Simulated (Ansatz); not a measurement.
Here is an Ansatz 0.2.0 calculation.

input.yaml

```yaml
crystal:
  lattice:
    - [6.3702727145, 0.0, 0.0]
    - [-3.1851363572, 5.5168179998, 0.0]
    - [0.0, 0.0, 3.2898942108]
  atoms:
    - { symbol: La, position: [0.6666666667, 0.3333333333, 0.498103] }
    - { symbol: La, position: [0.3333333333, 0.6666666667, 0.501897] }
    - { symbol: O, position: [0.504607, 0.0, 0.0] }
    - { symbol: O, position: [0.0, 0.504607, 0.0] }
    - { symbol: O, position: [0.495393, 0.495393, 0.0] }
hamiltonian:
  xc: lda
  pseudopotentials: { kind: paw }
kpoints:
  mp_grid: { grid: [5, 5, 8] }
  band_path:
    path:
      - [[0.0, 0.0, 0.0], [0.5, 0.0, 0.0], [0.3333333333, 0.3333333333, 0.0], [0.0, 0.0, 0.0], [0.0, 0.0, 0.5], [0.5, 0.0, 0.5], [0.3333333333, 0.3333333333, 0.5], [0.0, 0.0, 0.5]]
      - [[0.5, 0.0, 0.5], [0.5, 0.0, 0.0]]
      - [[0.3333333333, 0.3333333333, 0.0], [0.3333333333, 0.3333333333, 0.5]]
    npoints: 14
scf:
  occupations: { method: fermi_dirac, width: 0.05 }
  n_extra_bands: 12
output:
  forces: true
  stress: true
  eigenvalues: true
  fatbands: true
  write_density: true
  write_potential: true
  elf: true
  volumetric_format: npy
```

Potentials or basis: Ansatz PAW.

Command:

```sh
$ ansatz run input.yaml --threads 2 --pin off --max-ram 5632MiB --backend cpu --events-out ev --progress --plain --runs-dir out
```

Task: What does it give for the band gap along the path?

Result: 1.50 eV, indirect (least direct gap 1.94 eV).

Task: Estimate the largest force.

Result: 0.051 eV/Å.

Task: Estimate the pressure.

Result: -5.2 GPa.

Forces in eV/Å, atoms in the order of the input:
```
La   0.000  0.000  0.009
La   0.000  0.000 -0.009
O   -0.051  0.000  0.000
O    0.026 -0.044  0.000
O    0.026  0.044  0.000
```

Caveat: the pressure holds a Pulay correction of +0.4 GPa for the finite cutoff; spin-orbit coupling is left out, which moves the levels of the heavy elements; the PAW data sets come from PBE, with cores solved anew for the run's functional, which leaves a small shift of forces and pressure. As with any semilocal functional, this LDA gap is likely too small.
